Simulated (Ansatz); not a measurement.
# WSi2N4 monolayer in a perpendicular field, part 2 of 2

Aim: how the WSi2N4 monolayer screens a field along its normal, and what the field does to its bands. A positive field points along +c.

Ansatz 0.2.0; plane-wave DFT, PBE-D3(BJ), Ansatz PAW (the session's first sound run).

So far, gap on the k-mesh (eV): step 2 (relaxation) 2.43; step 7 (atoms held, field 0.2 V/Å) 2.41; step 8 (atoms held, field 0.3 V/Å) 2.39; step 10 (relaxing in the field, field 0.1 V/Å) 2.43; step 11 (field on, atoms free, field -0.1 V/Å) 2.43.

### Step 12. Response, atoms relaxed

This step: plane-wave DFT, PBE-D3(BJ), Ansatz PAW; response to a field along the normal, atoms relaxed (Ansatz 0.2.0).

The same analysis on the two relaxed runs holds the ionic part too; their mesh is coarser, so small differences from the held value can come from that.

Numbers from this step:

* equivalent conductor thickness p/(ε₀AE): 8.486 Å

Dipole of the cell against applied field:

| applied field (V/Å) | dipole of the cell (e·Å) |
| --- | --- |
| -0.1000 | -0.0339 |
| 0.1000 | 0.0339 |

Local field over the applied field, running mean. From the potentials at -0.1 and 0.1 V/Å; running mean over 2.5 Å. The local field over applied field by z:

| z (Å) | local field over applied field |
| --- | --- |
| 5 | 0.999 |
| 6 | 0.984 |
| 7 | 0.845 |
| 8 | 0.654 |
| 9 | 0.109 |
| 10 | 0.0790 |
| 11 | 0.141 |
| 12 | 0.0610 |
| 13 | 0.0564 |
| 14 | 0.162 |
| 15 | 0.0540 |
| 16 | 0.104 |
| 17 | 0.622 |
| 18 | 0.815 |
| 19 | 0.980 |
| 20 | 0.998 |
| 21 | 1.000 |

Electrons, planar mean, per unit field. The induced electron density by z:

| z (Å) | induced electron density (e/Å³ per V/Å) |
| --- | --- |
| 4.5 | 1.5e-6 |
| 5.0 | 5.3e-6 |
| 5.5 | 1.9e-5 |
| 6.0 | 6.7e-5 |
| 6.5 | 2.2e-4 |
| 7.0 | 6.8e-4 |
| 7.5 | 0.00194 |
| 8.0 | 0.00525 |
| 8.5 | 0.0120 |
| 9.0 | -0.00106 |
| 9.5 | -0.0118 |
| 10.0 | -0.00251 |
| 10.5 | 0.00394 |
| 11.0 | 0.00219 |
| 11.5 | -0.00137 |
| 12.0 | -0.00532 |
| 12.5 | -3.9e-4 |
| 13.0 | 0.00500 |
| 13.5 | 0.00218 |
| 14.0 | -0.00170 |
| 14.5 | -0.00415 |
| 15.0 | 0.00110 |
| 15.5 | 0.0106 |
| 16.0 | 0.00314 |
| 16.5 | -0.0115 |
| 17.0 | -0.00603 |
| 17.5 | -0.00228 |
| 18.0 | -8.0e-4 |
| 18.5 | -2.6e-4 |
| 19.0 | -8.2e-5 |
| 19.5 | -2.3e-5 |
| 20.0 | -6.6e-6 |
| 20.5 | -1.8e-6 |
| 21.0 | -4.5e-7 |

The induced dipole is that of a conductor 8.49 Å thick.

### Step 13. Same geometry, cutoff 420 eV, functional LDA

This step: plane-wave DFT, LDA, Ansatz PAW (Ansatz 0.2.0).

The geometry is kept and the functional is LDA; other changes against the main runs: SCF threshold 1.0e-10 → 1.0e-09 eV, k-mesh 18×18×1 → 12×12×1 and no dispersion term, which doesn't act on the electrons.

input.yaml reads:

```yaml
crystal:
  lattice:
    - [2.8897841972, 0.0, 0.0]
    - [-1.4448920986, 2.5026265262, 0.0]
    - [0.0, 0.0, 25.0768678009]
  atoms:
    - { symbol: "N", position: [0.0, 0.0, 0.3588964966] }
    - { symbol: Si, position: [0.3333333333, 0.6666666667, 0.3797525647] }
    - { symbol: "N", position: [0.3333333333, 0.6666666667, 0.4496046961] }
    - { symbol: W, position: [0.0, 0.0, 0.5] }
    - { symbol: "N", position: [0.3333333333, 0.6666666667, 0.5503953039] }
    - { symbol: Si, position: [0.3333333333, 0.6666666667, 0.6202474353] }
    - { symbol: "N", position: [0.0, 0.0, 0.6411035034] }
kpoints:
  mp_grid: { grid: [12, 12, 1] }
hamiltonian:
  xc: lda
scf:
  occupations: { method: fermi_dirac, width: 0.05 }
  convergence: { dr2_threshold: 1.0e-09 }
efield:
  axis: 3
  dipole_correction: true
  ramp_position: 0.97
  ramp_width: 0.06
  amplitude: 0.1
output:
  write_potential: true
  write_density: true
  volumetric_format: npy
```

Command:

```
$ ansatz run input.yaml --threads 4 --pin off --max-ram 6144MiB --backend cpu --events-out ev --progress --plain --runs-dir out
```

The job ended after 2 s (4 threads of AMD EPYC 9R45, shared host; peak memory 0.51 GiB).

Numbers from this step:

- dipole along the normal: 0.03136 e·Å

The dipole is 0.0314 e·Å.

### Step 14. Same geometry, cutoff 420 eV, functional LDA (run 2)

The same run in the opposite field.

Edit input.yaml of step 13 so:

```diff
@@ -25,3 +25,3 @@
   ramp_width: 0.06
-  amplitude: 0.1
+  amplitude: -0.1
 output:
```

Elapsed: 2 s, on 4 threads; peak memory 0.51 GiB.

The dipole is -0.0314 e·Å.

### Step 15. Response at this level

This step: plane-wave DFT, LDA, Ansatz PAW; response to a field along the normal, atoms held (Ansatz 0.2.0).

The two signs of the field give the slope at this level.

Numbers from this step:

```yaml
equivalent_conductor_thickness_p_eps_0ae: 7.846 Å
```

The induced dipole is that of a conductor 7.85 Å thick.

### Step 16. Same geometry, cutoff 420 eV, functional PBE

This step: plane-wave DFT, PBE, Ansatz PAW (Ansatz 0.2.0).

The geometry is kept and the functional is PBE; other changes against the main runs: SCF threshold 1.0e-10 → 1.0e-09 eV, k-mesh 18×18×1 → 12×12×1 and no dispersion term, which doesn't act on the electrons.

Edit input.yaml of step 14 so:

```diff
@@ -16,3 +16,3 @@
 hamiltonian:
-  xc: lda
+  xc: pbe
 scf:
@@ -25,3 +25,3 @@
   ramp_width: 0.06
-  amplitude: -0.1
+  amplitude: 0.1
 output:
```

Run time: 1.9 s. Hardware: 4 threads; peak memory 0.52 GiB; 7.1 s of CPU time.

The dipole is 0.0313 e·Å.

### Step 17. Same geometry, cutoff 420 eV, functional PBE (run 2)

Edit input.yaml of step 16 so:

```diff
@@ -25,3 +25,3 @@
   ramp_width: 0.06
-  amplitude: 0.1
+  amplitude: -0.1
 output:
```

Elapsed: 1.9 s, on 4 threads; peak memory 0.52 GiB; 7.1 s of CPU time.

The dipole is -0.0313 e·Å.

### Step 18. Response at this level

This step: plane-wave DFT, PBE, Ansatz PAW; response to a field along the normal, atoms held (Ansatz 0.2.0).

The induced dipole is that of a conductor 7.84 Å thick.

### Step 19. Same geometry, cutoff 500 eV, functional r2SCAN

This step: plane-wave DFT, r2SCAN, Ansatz PAW (Ansatz 0.2.0).

The geometry is kept and the functional is r2SCAN; other changes against the main runs: SCF threshold 1.0e-10 → 1.0e-09 eV, cutoff 420 → 500, k-mesh 18×18×1 → 12×12×1 and no dispersion term, which doesn't act on the electrons.

Edit input.yaml of step 17 so:

```diff
@@ -16,3 +16,3 @@
 hamiltonian:
-  xc: pbe
+  xc: r2scan
 scf:
@@ -25,3 +25,3 @@
   ramp_width: 0.06
-  amplitude: -0.1
+  amplitude: 0.1
 output:
```

It took 4.7 s on 4 threads; peak memory 0.89 GiB.

The dipole is 0.0310 e·Å.

### Step 20. Same geometry, cutoff 500 eV, functional r2SCAN (run 2)

Edit input.yaml of step 19 so:

```diff
@@ -25,3 +25,3 @@
   ramp_width: 0.06
-  amplitude: 0.1
+  amplitude: -0.1
 output:
```

Elapsed: 4.6 s, on 4 threads; peak memory 0.88 GiB.

The dipole is -0.0309 e·Å.

### Step 21. Response at this level

This step: plane-wave DFT, r2SCAN, Ansatz PAW; response to a field along the normal, atoms held (Ansatz 0.2.0).

The induced dipole is that of a conductor 7.75 Å thick.

### Step 22. Same geometry, cutoff 420 eV, functional HSE06

This step: plane-wave DFT, HSE06, Ansatz PAW (Ansatz 0.2.0).

The geometry is kept and the functional is HSE06; other changes against the main runs: SCF threshold 1.0e-10 → 1.0e-09 eV, k-mesh 18×18×1 → 12×12×1 and no dispersion term, which doesn't act on the electrons.

Edit input.yaml of step 20 so:

```diff
@@ -16,3 +16,3 @@
 hamiltonian:
-  xc: r2scan
+  xc: hse06
 scf:
@@ -25,3 +25,3 @@
   ramp_width: 0.06
-  amplitude: -0.1
+  amplitude: 0.1
 output:
```

It took 37 s on 4 threads; peak memory 5.2 GiB.

The dipole is 0.0307 e·Å.

### Step 23. Same geometry, cutoff 420 eV, functional HSE06 (run 2)

Edit input.yaml of step 22 so:

```diff
@@ -25,3 +25,3 @@
   ramp_width: 0.06
-  amplitude: 0.1
+  amplitude: -0.1
 output:
```

It took 36 s on 4 threads; peak memory 5.2 GiB; 2.2 min of CPU time.

The dipole is -0.0307 e·Å.

### Step 24. Comparing the runs

Times are for 4 threads of AMD EPYC 9R45, shared host. The series side by side:

| no. | functional | field | dipole along the normal (e·Å) | time | memory (GiB) |
| --- | --- | --- | --- | --- | --- |
| 1 | lda | 0.1 V/Å | 0.03136 | 2 s | 0.51 |
| 2 | lda | -0.1 V/Å | -0.03136 | 2 s | 0.51 |
| 3 | pbe | 0.1 V/Å | 0.03134 | 1.9 s | 0.52 |
| 4 | pbe | -0.1 V/Å | -0.03134 | 1.9 s | 0.52 |
| 5 | r2scan | 0.1 V/Å | 0.03096 | 4.7 s | 0.89 |
| 6 | r2scan | -0.1 V/Å | -0.03095 | 4.6 s | 0.88 |
| 7 | hse06 | 0.1 V/Å | 0.03071 | 37 s | 5.2 |
| 8 | hse06 | -0.1 V/Å | -0.03070 | 36 s | 5.2 |

### Step 25. Response at this level

This step: plane-wave DFT, HSE06, Ansatz PAW; response to a field along the normal, atoms held (Ansatz 0.2.0).

The induced dipole is that of a conductor 7.68 Å thick.

### Step 26. The same run with other settings

This step: plane-wave DFT, PBE-D3(BJ), Ansatz PAW (Ansatz 0.2.0).

A run with a changed input: it repeats the earlier run at 0.05 V/Å with kpoints.mp_grid.grid from [18, 18, 1] to [14, 14, 1], scf.occupations.method from fermi_dirac to gaussian and scf.occupations.width from 0.05 to 0.01.

input.yaml, the sections that differ from step 23:

```yaml
kpoints:
  mp_grid: { grid: [14, 14, 1] }
  band_path:
    path: [[0, 0, 0], [0.5, 0, 0], [0.33333333, 0.33333333, 0], [0, 0, 0]]
    npoints: 16
hamiltonian:
  xc: pbe
  dispersion: d3bj
scf:
  occupations: { method: gaussian, width: 0.01 }
  convergence: { dr2_threshold: 1.0e-10 }
efield:
  axis: 3
  dipole_correction: true
  ramp_position: 0.97
  ramp_width: 0.06
  amplitude: 0.05
# crystal, output: as in step 23
```

The job ended after 3.2 s (4 threads; peak memory 0.53 GiB; 12 s of CPU time).

| quantity | this run | earlier run | difference |
| --- | --- | --- | --- |
| dipole along the normal (e·Å) | 0.01568 | 0.01567 | 3.9e-6 |
| gap along the path (eV) | 2.431 | 2.431 | 0 |
| smallest direct gap along the path (eV) | 2.774 | 2.774 | -4.4e-16 |
| gap on the k-mesh (eV) | 2.431 | 2.431 | 1.6e-6 |

Nothing in the table moves by 0.01 in its unit (for the dipole 0.5 % and 5e-5 e·Å). The run took 17 SCF cycles against 16.

The change did no harm here.

### Step 27. A changed input

Another changed input: it repeats the earlier run at 0.05 V/Å with scf.occupations.width from 0.05 removed, scf.occupations.method from fermi_dirac to tetrahedron and scf.initial_density.chi_scale to 0.0.

Edit input.yaml of step 26 so:

```diff
@@ -14,3 +14,3 @@
 kpoints:
-  mp_grid: { grid: [14, 14, 1] }
+  mp_grid: { grid: [18, 18, 1] }
   band_path:
@@ -22,4 +22,5 @@
 scf:
-  occupations: { method: gaussian, width: 0.01 }
+  occupations: { method: tetrahedron }
   convergence: { dr2_threshold: 1.0e-10 }
+  initial_density: { chi_scale: 0.0 }
 efield:
```

It took 3.9 s on 4 threads; peak memory 0.59 GiB.

Numbers from this step:

| Item | Value |
| --- | --- |
| gap on the k-mesh | 2.431 eV |
| dipole along the normal | 0.01567 e·Å |
| gap along the path | 2.431 eV |
| gap, the smaller of path and mesh | 2.431 eV |

The electronic bands at the labelled points (eV, zero at the Fermi level):

| point | band 18 | band 19 | band 20 | band 21 | band 22 | band 23 | band 24 | band 25 |
| --- | --- | --- | --- | --- | --- | --- | --- | --- |
| Γ | -2.53 | -2.47 | -2.47 | 0.00 | 3.12 | 3.12 | 3.78 | 3.78 |
| halfway | -3.39 | -2.96 | -2.53 | -0.99 | 2.87 | 3.30 | 3.61 | 4.99 |
| M | -2.63 | -2.57 | -2.06 | -1.14 | 2.43 | 2.75 | 4.38 | 4.56 |
| halfway | -3.26 | -2.44 | -2.00 | -0.77 | 3.25 | 3.54 | 3.85 | 5.05 |
| K | -4.27 | -2.35 | -1.61 | -0.31 | 2.47 | 3.47 | 4.79 | 5.16 |
| halfway | -2.82 | -2.67 | -2.64 | -1.13 | 2.80 | 3.79 | 3.86 | 5.18 |
| Γ | -2.53 | -2.47 | -2.47 | 0.00 | 3.12 | 3.12 | 3.78 | 3.78 |

| quantity | this run | earlier run | difference |
| --- | --- | --- | --- |
| dipole along the normal (e·Å) | 0.01567 | 0.01567 | 1.3e-6 |
| gap along the path (eV) | 2.431 | 2.431 | -2.0e-6 |
| smallest direct gap along the path (eV) | 2.774 | 2.774 | 1.0e-6 |
| gap on the k-mesh (eV) | 2.431 | 2.431 | -1.2e-6 |

Nothing in the table moves by 0.01 in its unit (for the dipole 0.5 % and 5e-5 e·Å). The run took 15 SCF cycles against 16.

On this path the gap is indirect, 2.43 eV, with the valence top at Γ and the conduction bottom at M. The least direct gap is 2.77 eV.

### Step 28. Summary of results

```yaml
gap_without_field: 2.43 eV
ionisation_energy_upper_face: 5.34 eV
electron_affinity_upper_face: 2.91 eV
equivalent_conductor_thickness_atoms_held: 7.84 Å
equivalent_conductor_thickness_atoms_relaxed: 8.49 Å
equivalent_conductor_thickness_lda: 7.85 Å
equivalent_conductor_thickness_pbe: 7.84 Å
equivalent_conductor_thickness_r2scan: 7.75 Å
equivalent_conductor_thickness_hse06: 7.68 Å
```

The induced dipole equals that of a perfect conductor 7.84 Å thick, while the outer atoms lie 7.08 Å apart; an out-of-plane ε follows only once a thickness t is chosen, by 1 − 1/ε = 7.84 Å / t. The gap goes from 2.43 eV to 2.39 eV at 0.3 V/Å. Letting the atoms follow the field adds 0.64 Å to the equivalent conductor thickness: the ionic part of the response. Across the functionals the thickness runs from 7.68 to 7.85 Å; those runs use a coarser k-mesh, so they are to be compared with each other. Semilocal functionals give gaps that are too small, and excitons are not included. Spin-orbit coupling is left out, which matters for the bands of elements this heavy. The outer anions sit over the metal atoms, one of several polytypes of such layers and not the lowest for every compound.

[Logs are printed without paths, hosts, clocks, repeated set-up lines and the standing remarks that a program may print on its own settings, such as how far it seeks lower states.]

[Hosts, paths, dates, database ids (printed as entryN), source tags and the programs' standing remarks are cut or masked in the printed files.]

[Maps of the electrostatic potential energy from Ansatz leave out the sawtooth potential of an applied field or a dipole correction, so their vacuum need not be flat; planar profiles and work functions include it.]
